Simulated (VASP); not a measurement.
# HfN (F-43m) in VASP: notebook

The runs below take HfN through single point, with PBEsol.

All numbers are computed with VASP 6.6.1; they aren't measurements. Logs are shortened: lines on timing, memory, paths and dates and some standing lists are left out, and cuts for length are marked.

## (1) The crystal as given

It takes space group F-43m (No. 216, cubic). The conventional cell has a = 4.910 Å, b = 4.910 Å, c = 4.910 Å, α = 90.00°, β = 90.00°, γ = 90.00°. Hf (site symmetry -43m) is surrounded by 4 N at 2.13 Å. N (site symmetry -43m) is surrounded by 4 Hf at 2.13 Å.

The cell comes from a database or a generator and needn't be the stable form of this composition.

## (2) Single point, PBEsol

File INCAR:

```
SYSTEM = HfN
PREC = Accurate ; ENCUT = 460
EDIFF = 0.01 ; ISMEAR = 0
SIGMA = 0.05 ; LREAL = .False.
LASPH = .True. ; NELM = 100
ALGO = Normal ; ISIF = 2
LWAVE = .False. ; LCHARG = .False.
GGA = PS ; ADDGRID = .False.
```

File KPOINTS:

```
Automatic mesh
0
Gamma
  5 5 5
  0 0 0
```

File POSCAR:

```
HfN
1.0
    0.0000000000      2.4548220000      2.4548220000
    2.4548220000      0.0000000000      2.4548220000
    2.4548220000      2.4548220000      0.0000000000
Hf N
1 1
Direct
    0.0013890000     -0.0035870000      0.0084710000
    0.2560200000      0.2829830000      0.2320270000
```

Potentials or basis: VASP PAW PBE potentials, release 64 (Hf_pv, N).

The run is started by

```sh
$ cat potpaw_PBE.64/Hf_pv/POTCAR potpaw_PBE.64/N/POTCAR > POTCAR
$ mpirun -np 1 vasp_std > vasp.out
```

OUTCAR:

```text
SYSTEM = HfN
   PREC = Accurate
   ENCUT = 460
   EDIFF = 0.01
   ISMEAR = 0
   LREAL = .False.
   LASPH = .True.
   NELM = 100
   ISIF = 2
   GGA = PS

 Found     63 irreducible k-points:

 Following reciprocal coordinates:
            Coordinates               Weight
  0.000000  0.000000  0.000000      1.000000
  0.200000  0.000000  0.000000      2.000000
  0.000000  0.200000  0.000000      2.000000
  0.000000  0.000000  0.200000      2.000000
  0.200000  0.200000  0.200000      2.000000
  0.400000  0.000000  0.000000      2.000000
   k-points           NKPTS =     63   k-points in BZ     NKDIM =     63   number of bands    NBANDS=     11
   number of dos      NEDOS =    301   number of ions     NIONS =      2
   total plane-waves  NPLWV =  13824
   dimension x,y,z NGX =    24 NGY =   24 NGZ =   24
   dimension x,y,z NGXF=    48 NGYF=   48 NGZF=   48
   ions per type =               1   1
   NGX,Y,Z   is equivalent  to a cutoff of  11.49, 11.49, 11.49 a.u.
   NGXF,Y,Z  is equivalent  to a cutoff of  22.99, 22.99, 22.99 a.u.
 SYSTEM =  HfN
   PREC   = accura    normal or accurate (medium, high low for compatibility)
   ISTART =      0    job   : 0-new  1-cont  2-samecut
   ICHARG =      2    charge: 1-file 2-atom 10-const
   ISPIN  =      1    spin polarized calculation?
   LNONCOLLINEAR =      F non collinear calculations
   LSORBIT =      F    spin-orbit coupling
   LASPH  =      T    aspherical Exc in radial PAW
   ENCUT  =  460.0 eV  33.81 Ry    5.81 a.u.   6.07  6.07  6.07*2*pi/ulx,y,z
   NELM   =    100;   NELMIN=  2; NELMDL= -5     # of ELM steps
   EDIFF  = 0.1E-01   stopping-criterion for ELM
   LREAL  =      F    real-space projection
   EDIFFG = 0.1E+00   stopping-criterion for IOM
   NSW    =      0    number of steps for IOM
   IBRION =     -1    ionic relax: 0-MD 1-quasi-New 2-CG
   NFREE  =      0    steps in history (QN), initial steepest desc. (CG)
   ISIF   =      2    stress and relaxation
   ISYM   =      2    0-nonsym 1-usesym 2-fastsym
   POTIM  = 0.5000    time-step for ionic-motion
   TEBEG  =    0.0;   TEEND  =   0.0 temperature during run
   PSTRESS=    0.0 pullay stress
   NELECT =      15.0000    total number of electrons
   NUPDOWN=      -1.0000    fix difference up-down
   EMIN   =  10.00;   EMAX   =-10.00  energy-range for DOS
   EFERMI =   0.00;   METHOD = LEGACY
   ISMEAR =     0;   SIGMA  =   0.05  broadening in eV -4-tet -1-fermi 0-gaus
   EFERMI_NEDOS =   21; number of points for ismear=-14 and -15
   IALGO  =     38    algorithm
   IMIX   =      4    mixing-type and parameters
     AMIX     =   0.40;   BMIX     =  1.00
     AMIX_MAG =   1.60;   BMIX_MAG =  1.00
  volume/ion in A,a.u.               =      14.79        99.83
  Fermi-wavevector in a.u.,A,eV,Ry     =   1.305395  2.466839 23.185087  1.704056
  Thomas-Fermi vector in A             =   2.436267
   LORBIT       =      0    0 simple, 1 ext, 2 COOP (PROOUT), +10 PAW based schemes
   GGA     = PS    functional components
   LHFCALC =     F    Hartree Fock is set to
   AEXX    =    0.0000 exact exchange contribution
   IVDW    =     0    specifies the selected vdW correction
   LEPSILON=     F    determine dielectric tensor
   LRPA    =     F    only Hartree local field effects (RPA)
 non-spin polarized calculation
 Gauss-broadening in eV      SIGMA  =   0.05
  energy-cutoff  :      460.00
  volume of cell :       29.59
 maximum number of plane-waves:       678
   NGX = 13   NGY = 13   NGZ = 13

 number of electron      15.0000000 magnetization

 Free energy of the ion-electron system (eV)
  ---------------------------------------------------
  ext. energy  EPLUGINS =         0.00000000
  ---------------------------------------------------
  free energy    TOTEN  =       -22.14430625 eV

  energy without entropy =      -22.14323837  energy(sigma->0) =      -22.14377231

 E-fermi :   5.6211     XC(G=0): -11.3954

 val. band max:        5.5982394823   @ k =   0.2000  -0.2000  -0.2000
 cond. band min:       5.6561720798   @ k =   0.4000   0.4000   0.2000
 fundamental gap:      0.0579325975
 Fermi energy:         5.6211266268

 k-point     1 :       0.0000    0.0000    0.0000
  band No.  band energies     occupation
      1     -25.4854      2.00000
      2     -25.4832      2.00000
      3     -25.4805      2.00000
      4     -10.4781      2.00000
      5       0.0222      2.00000
      6       0.1667      2.00000
      7       0.3296      2.00000
      8       4.8454      2.00000
      9       7.7622      0.00000
     10       7.7793      0.00000
     11      11.5611      0.00000

 k-point     2 :       0.2000    0.0000    0.0000
  band No.  band energies     occupation
      1     -25.6536      2.00000
      2     -25.5084      2.00000
      3     -25.5019      2.00000
      4     -10.0466      2.00000
      5      -0.4124      2.00000
      6       0.4028      2.00000
      7       0.4913      2.00000
      8       6.4021      0.00000
      9       7.3945      0.00000
     10       7.4605      0.00000
     11      11.4830      0.00000

 k-point     3 :       0.0000    0.2000    0.0000
  band No.  band energies     occupation
      1     -25.6658      2.00000
      2     -25.5074      2.00000
      3     -25.5031      2.00000
      4      -9.9962      2.00000
      5      -0.4846      2.00000
      6       0.5221      2.00000
      7       0.5961      2.00000
      8       6.3622      0.00000
      9       7.2657      0.00000
     10       7.3138      0.00000
     11      11.9300      0.00000

 k-point     4 :       0.0000    0.0000    0.2000
  band No.  band energies     occupation
      1     -25.6413      2.00000
      2     -25.5068      2.00000
      3     -25.5037      2.00000
      4     -10.0965      2.00000
      5      -0.2939      2.00000
      6       0.2992      2.00000
      7       0.3341      2.00000
      8       6.5539      0.00000
      9       7.4636      0.00000
     10       7.5517      0.00000
     11      10.9742      0.00000

 k-point     5 :       0.2000    0.2000    0.2000
  band No.  band energies     occupation
      1     -25.6492      2.00000
      2     -25.5064      2.00000
      3     -25.5008      2.00000
      4     -10.0781      2.00000
      5      -0.3478      2.00000
      6       0.3351      2.00000
      7       0.4079      2.00000
      8       6.4841      0.00000
      9       7.4128      0.00000
     10       7.5514      0.00000
     11      11.1522      0.00000

 k-point     6 :       0.4000    0.0000    0.0000
  band No.  band energies     occupation
      1     -25.9158      2.00000
      2     -25.5461      2.00000
      3     -25.5349      2.00000
      4      -9.4294      2.00000
      5      -0.2834      2.00000
      6       0.6351      2.00000
      7       0.8786      2.00000
      8       7.2380      0.00000
      9       7.6124      0.00000
     10       8.2323      0.00000
     11       9.9945      0.00000

 [... further k-points ...]
[... 5 lines left out ...]
  --------------------------------------------------------------------------------------
  -------------------------------------------------------------------------------------
  Total       -0.8115580     -0.8108388     -0.8417713     -0.9705752     -0.3923850      0.6050133
  in kB      -43.9481026    -43.9091544    -45.5842383    -52.5593232    -21.2487292     32.7631352
  external PRESSURE =     -44.4804984 kB  Pullay stress =       0.0000000 kB

 VOLUME and BASIS-vectors are now :
 -----------------------------------------------------------------------------
  energy-cutoff  :      460.00
  volume of cell :       29.59
      direct lattice vectors                 reciprocal lattice vectors
     0.000000000  2.454822000  2.454822000    -0.203680756  0.203680756  0.203680756
     2.454822000  0.000000000  2.454822000     0.203680756 -0.203680756  0.203680756
     2.454822000  2.454822000  0.000000000     0.203680756  0.203680756 -0.203680756

 POSITION                                       TOTAL-FORCE (eV/Angst)
 -----------------------------------------------------------------------------------
      2.46681      0.02420      2.44943         0.330288     -0.601120      0.821657
      1.26426      1.19807      1.32316        -0.330288      0.601120     -0.821657
 -----------------------------------------------------------------------------------
    total drift:                                0.010095     -0.013527      0.028668

  FREE ENERGIE OF THE ION-ELECTRON SYSTEM (eV)
  ---------------------------------------------------
  free  energy   TOTEN  =       -22.1443062471 eV

  energy  without entropy=      -22.1432383738  energy(sigma->0) =      -22.14377231
```

Wall time 4.2 s (1 thread of Intel Xeon 6975P-C (Granite Rapids), shared host); peak memory 0.15 GiB.

The run converged, but some of its settings lie outside the range that counts as converged, so its numbers aren't taken as properties of the crystal.

What came out:

* Free energy: -22.1443 eV
* Pressure: -4.4 GPa
* Largest force: 1.070 eV/Å
* Band gap on the k mesh: none (metal or under the smearing width)

Caveat: the k mesh is coarse (spacing up to 0.44 Å⁻¹), so the values aren't converged; the cutoff is under 1.25 times the usual one of these potentials, so pressure, stress and relaxed cells hold a basis-set (Pulay) error; the PAW data sets were made with another functional, which shifts forces and pressure a little.

## (3) Single point, PBEsol

INCAR: that of step 2 with these lines changed.

```diff
@@ -2,3 +2,3 @@
 PREC = Accurate ; ENCUT = 460
-EDIFF = 0.01 ; ISMEAR = 0
+EDIFF = 0.001 ; ISMEAR = 0
 SIGMA = 0.05 ; LREAL = .False.
```

KPOINTS is that of step 2.

File POSCAR:

```
HfN
1.0
    0.0000000000      2.4548220000      2.4548220000
    2.4548220000      0.0000000000      2.4548220000
    2.4548220000      2.4548220000      0.0000000000
Hf N
1 1
Direct
    0.0000000000      0.0000000000      0.0000000000
    0.2500000000      0.2500000000      0.2500000000
```

Potentials or basis: VASP PAW PBE potentials, release 64 (Hf_pv, N).

The run is started by

```sh
$ cat potpaw_PBE.64/Hf_pv/POTCAR potpaw_PBE.64/N/POTCAR > POTCAR
$ mpirun -np 1 vasp_std > vasp.out
```

OUTCAR:

```text
SYSTEM = HfN
   PREC = Accurate
   ENCUT = 460
   EDIFF = 0.001
   ISMEAR = 0
   LREAL = .False.
   LASPH = .True.
   NELM = 100
   ISIF = 2
   GGA = PS

 Found     10 irreducible k-points:

 Following reciprocal coordinates:
            Coordinates               Weight
  0.000000  0.000000  0.000000      1.000000
  0.200000  0.000000  0.000000      8.000000
  0.400000  0.000000  0.000000      8.000000
  0.200000  0.200000  0.000000      6.000000
  0.400000  0.200000  0.000000     24.000000
 -0.400000  0.200000  0.000000     24.000000
   k-points           NKPTS =     10   k-points in BZ     NKDIM =     10   number of bands    NBANDS=     11
   number of dos      NEDOS =    301   number of ions     NIONS =      2
   total plane-waves  NPLWV =  13824
   dimension x,y,z NGX =    24 NGY =   24 NGZ =   24
   dimension x,y,z NGXF=    48 NGYF=   48 NGZF=   48
   ions per type =               1   1
   NGX,Y,Z   is equivalent  to a cutoff of  11.49, 11.49, 11.49 a.u.
   NGXF,Y,Z  is equivalent  to a cutoff of  22.99, 22.99, 22.99 a.u.
 SYSTEM =  HfN
   PREC   = accura    normal or accurate (medium, high low for compatibility)
   ISTART =      0    job   : 0-new  1-cont  2-samecut
   ICHARG =      2    charge: 1-file 2-atom 10-const
   ISPIN  =      1    spin polarized calculation?
   LNONCOLLINEAR =      F non collinear calculations
   LSORBIT =      F    spin-orbit coupling
   LASPH  =      T    aspherical Exc in radial PAW
   ENCUT  =  460.0 eV  33.81 Ry    5.81 a.u.   6.07  6.07  6.07*2*pi/ulx,y,z
   NELM   =    100;   NELMIN=  2; NELMDL= -5     # of ELM steps
   EDIFF  = 0.1E-02   stopping-criterion for ELM
   LREAL  =      F    real-space projection
   EDIFFG = 0.1E-01   stopping-criterion for IOM
   NSW    =      0    number of steps for IOM
   IBRION =     -1    ionic relax: 0-MD 1-quasi-New 2-CG
   NFREE  =      0    steps in history (QN), initial steepest desc. (CG)
   ISIF   =      2    stress and relaxation
   ISYM   =      2    0-nonsym 1-usesym 2-fastsym
   POTIM  = 0.5000    time-step for ionic-motion
   TEBEG  =    0.0;   TEEND  =   0.0 temperature during run
   PSTRESS=    0.0 pullay stress
   NELECT =      15.0000    total number of electrons
   NUPDOWN=      -1.0000    fix difference up-down
   EMIN   =  10.00;   EMAX   =-10.00  energy-range for DOS
   EFERMI =   0.00;   METHOD = LEGACY
   ISMEAR =     0;   SIGMA  =   0.05  broadening in eV -4-tet -1-fermi 0-gaus
   EFERMI_NEDOS =   21; number of points for ismear=-14 and -15
   IALGO  =     38    algorithm
   IMIX   =      4    mixing-type and parameters
     AMIX     =   0.40;   BMIX     =  1.00
     AMIX_MAG =   1.60;   BMIX_MAG =  1.00
  volume/ion in A,a.u.               =      14.79        99.83
  Fermi-wavevector in a.u.,A,eV,Ry     =   1.305395  2.466839 23.185087  1.704056
  Thomas-Fermi vector in A             =   2.436267
   LORBIT       =      0    0 simple, 1 ext, 2 COOP (PROOUT), +10 PAW based schemes
   GGA     = PS    functional components
   LHFCALC =     F    Hartree Fock is set to
   AEXX    =    0.0000 exact exchange contribution
   IVDW    =     0    specifies the selected vdW correction
   LEPSILON=     F    determine dielectric tensor
   LRPA    =     F    only Hartree local field effects (RPA)
 non-spin polarized calculation
 Gauss-broadening in eV      SIGMA  =   0.05
  energy-cutoff  :      460.00
  volume of cell :       29.59
 maximum number of plane-waves:       678
   NGX = 13   NGY = 13   NGZ = 13

 number of electron      14.9999996 magnetization

 Free energy of the ion-electron system (eV)
  ---------------------------------------------------
  ext. energy  EPLUGINS =         0.00000000
  ---------------------------------------------------
  free energy    TOTEN  =       -22.18651785 eV

  energy without entropy =      -22.18281743  energy(sigma->0) =      -22.18466764

 E-fermi :   5.6867     XC(G=0): -11.3969

 val. band max:        5.6554747301   @ k =   0.4000   0.2000   0.0000
 cond. band min:       5.7984716577   @ k =  -0.4000   0.2000   0.0000
 fundamental gap:      0.1429969276
 Fermi energy:         5.6867367339

 k-point     1 :       0.0000    0.0000    0.0000
  band No.  band energies     occupation
      1     -25.4324      2.00000
      2     -25.4324      2.00000
      3     -25.4324      2.00000
      4     -10.5091      2.00000
      5       0.1422      2.00000
      6       0.1422      2.00000
      7       0.1422      2.00000
      8       4.8633      2.00000
      9       7.8129      0.00000
     10       7.8129      0.00000
     11      12.1896      0.00000
[... 57 lines left out ...]
 k-point     6 :      -0.4000    0.2000    0.0000
  band No.  band energies     occupation
      1     -25.8539      2.00000
      2     -25.6084      2.00000
      3     -25.5174      2.00000
      4      -9.2366      2.00000
      5       0.0237      2.00000
      6       0.5032      2.00000
      7       1.0771      2.00000
      8       5.7985      0.00158
      9       7.7080      0.00000
     10       8.1042      0.00000
     11      11.3927      0.00000

 [... further k-points ...]
[... 5 lines left out ...]
  --------------------------------------------------------------------------------------
  -------------------------------------------------------------------------------------
  Total       -1.1547415     -1.1547415     -1.1547415     -0.0000000     -0.0000000      0.0000000
  in kB      -62.5324365    -62.5324365    -62.5324365     -0.0000000     -0.0000000      0.0000000
  external PRESSURE =     -62.5324365 kB  Pullay stress =       0.0000000 kB

 VOLUME and BASIS-vectors are now :
 -----------------------------------------------------------------------------
  energy-cutoff  :      460.00
  volume of cell :       29.59
      direct lattice vectors                 reciprocal lattice vectors
     0.000000000  2.454822000  2.454822000    -0.203680756  0.203680756  0.203680756
     2.454822000  0.000000000  2.454822000     0.203680756 -0.203680756  0.203680756
     2.454822000  2.454822000  0.000000000     0.203680756  0.203680756 -0.203680756

 POSITION                                       TOTAL-FORCE (eV/Angst)
 -----------------------------------------------------------------------------------
      0.00000      0.00000      0.00000        -0.000000     -0.000000     -0.000000
      1.22741      1.22741      1.22741         0.000000      0.000000      0.000000
 -----------------------------------------------------------------------------------
    total drift:                                0.000001      0.000001      0.000000

  FREE ENERGIE OF THE ION-ELECTRON SYSTEM (eV)
  ---------------------------------------------------
  free  energy   TOTEN  =       -22.1865178474 eV

  energy  without entropy=      -22.1828174311  energy(sigma->0) =      -22.18466764
```

stdout:

```text
POSCAR found type information on POSCAR HfN
 POSCAR found :  2 types and       2 ions
 scaLAPACK will be used
 -----------------------------------------------------------------------------
|                                                                             |
|                                                                             |
|     You enforced a specific xc type in the INCAR file but a different       |
|     I HOPE YOU KNOW WHAT YOU ARE DOING!                                     |
|                                                                             |
 -----------------------------------------------------------------------------

 LDA part: xc-table for (Slater+PW92), standard interpolation
 POSCAR, INCAR and KPOINTS ok, starting setup
 FFT: planning ... GRIDC
 FFT: planning ... GRID_SOFT
 FFT: planning ... GRID
 WAVECAR not read
 entering main loop
```

Run time: 1.9 s. Hardware: 1 thread of Intel Xeon 6975P-C (Granite Rapids), shared host; peak memory 0.13 GiB.

These settings aren't checked as converged: the numbers below hold their error.

What came out:

| Quantity | Value |
| --- | --- |
| Free energy | -22.1865 eV |
| Pressure | -6.3 GPa |
| Band gap on the k mesh | none (metal or under the smearing width) |

Caveat: the k mesh is coarse (spacing up to 0.44 Å⁻¹), so the values aren't converged; the cutoff is under 1.25 times the usual one of these potentials, so pressure, stress and relaxed cells hold a basis-set (Pulay) error; the PAW data sets were made with another functional, which shifts forces and pressure a little.

## (4) The reference run

An earlier run on the cell as given: functional PBEsol; potentials or basis VASP PAW PBE potentials, release 64 (Hf_pv, N); cutoff 520 eV; k mesh 9 × 9 × 9; occupations fermi-dirac, width 0.05 eV; no spin polarisation.

- Pressure: -5.9 GPa
- Band gap on the k mesh: none (metal or under the smearing width)
